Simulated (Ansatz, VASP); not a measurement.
# One calculation of Fe, two programs

POSCAR

```
Fe
1.0
   -1.2933334099      1.2933334099      1.2933334099
    1.2933334099     -1.2933334099      1.2933334099
    1.2933334099      1.2933334099     -1.2933334099
Fe
1
Direct
    0.0000000000      0.0000000000      0.0000000000
```

Contents of INCAR.step1:

```
SYSTEM = Fe
  PREC = Accurate
  ENCUT = 520
  ISMEAR = -1
  SIGMA = 0.05
  LREAL = .False.
  LASPH = .True.
  NELM = 150
  ISPIN = 2
  MAGMOM = 3
  LMAXMIX = 4
  NBANDS = 14
  GGA = PE
  ALGO = Normal
  EDIFF = 1E-4
  LWAVE = .True.
  LCHARG = .False.
```

INCAR.step2

```
SYSTEM = Fe
  PREC = Accurate
  ENCUT = 520
  EDIFF = 1E-7
  ISMEAR = -1
  SIGMA = 0.05
  LREAL = .False.
  LASPH = .True.
  NELM = 150
  ALGO = Normal
  ISIF = 2
  LWAVE = .False.
  LCHARG = .False.
  ISPIN = 2
  MAGMOM = 3
  LORBIT = 11
  LMAXMIX = 4
  METAGGA = R2SCAN
  LMIXTAU = .True.
  NBANDS = 14
  ISTART = 1
```

KPOINTS

```
regular mesh
0
Gamma
  14 14 14
  0 0 0
```

Input for Ansatz:

```yaml
crystal:
  lattice:
    - [-1.2933334099, 1.2933334099, 1.2933334099]
    - [1.2933334099, -1.2933334099, 1.2933334099]
    - [1.2933334099, 1.2933334099, -1.2933334099]
  atoms:
    - { symbol: Fe, position: [0.0, 0.0, 0.0], spin: 3.0 }
magnetization:
  spin_polarized: true
kpoints:
  mp_grid: { grid: [14, 14, 14] }
scf:
  occupations: { method: fermi_dirac, width: 0.05 }
hamiltonian:
  xc: r2scan
  pseudopotentials: { kind: paw }
output:
  forces: true
  stress: true
  eigenvalues: true
  populations: true
```

Change from the starting cell: volume scaled by 0.72, PAW files.

Alike in both runs: task single point; functional r2SCAN; k mesh 14 × 14 × 14; occupations fermi-dirac, width 0.05 eV; collinear spin.

|  | VASP | Ansatz |
| --- | --- | --- |
| version | VASP 6.6.1 | Ansatz 0.2.0 |
| potentials or method | VASP PAW PBE potentials, release 64 (Fe) | PAW with Ansatz's default frozen-core files, scalar-relativistic |
| plane-wave cutoff (eV) | 520 | 500 |
| valence electrons in the cell | 8 | 16 |

|  | VASP | Ansatz | Ansatz less VASP |
| --- | --- | --- | --- |
| pressure (GPa) | 103.6 | 102.8 | -0.79 |
| net moment per atom (μB) | 2.09 | 2.08 | -0.004 |
| size of the moment on the site where the two differ most (μB) | 2.05 | 2.15 | +0.093 |

Site moments also hang on the region over which each program counts them. The two sets of potentials don't hold the same shells in valence. Ansatz warned: «stability_check_not_made».

Caveats: the cell as given lies far from equilibrium; so large a pressure means that the cell lies far from this level's equilibrium, or that cutoff or potentials fall short (VASP); the potentials were made for another functional, which shifts forces and pressure (VASP).
